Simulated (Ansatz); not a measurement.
# Does disorder add resistance in series? Au(111) layers with 12.5 % Ta

Two lengths of the disordered region are known. What area resistance does the third give?

Set-up. Ansatz 0.2.0, plane waves with PAW datasets at their recommended cutoffs (420 eV for most), Fermi-Dirac smearing; ballistic transmission by layer matching. The area resistance is RA = A (h/2e²)(1/T − 1/N), with T the zone-mean transmission per spin and N the lead's channels, both averaged over a few energies near the Fermi level; for magnets each spin is taken apart, with h/e², and the two conduct in parallel. Lateral cell 2x2, PBE, a fresh random draw for each length.

The runs, with one result withheld:

```tsv
length (Å)	channels N	RA (fΩ m²)
9.42	3.210	1.16
18.8	3.210	3.87
28.3	3.210	?
```

Worked fit:

Ohm's law makes RA linear in the length: the slope is (3.87 − 1.16)/(18.8 − 9.42) = 0.287 fΩ m² per Å, or 287 µΩ cm. Then 3.87 + 0.287 × 9.42. Predicted: 6.57 fΩ m².

What the run gave:

4.38 fΩ m², so the prediction is 50 % too high. The three lengths together give 171 µΩ cm. Single draws scatter; these runs don't part the causes of the miss, and leave the question open.

**Limits.** The scatterers repeat sideways with the small cell. The slope is a raw one; a model of isotropic scattering puts it 1.00 times the bulk value over these lengths. Atoms sit unrelaxed on the host's lattice, and the pair may not mix at random in practice. Spin-orbit coupling is left out, which matters for Au and Ta.

[Logs are printed without paths, hosts, clocks, repeated set-up lines and the standing remarks that a program may print on its own settings, such as how far it seeks lower states.]
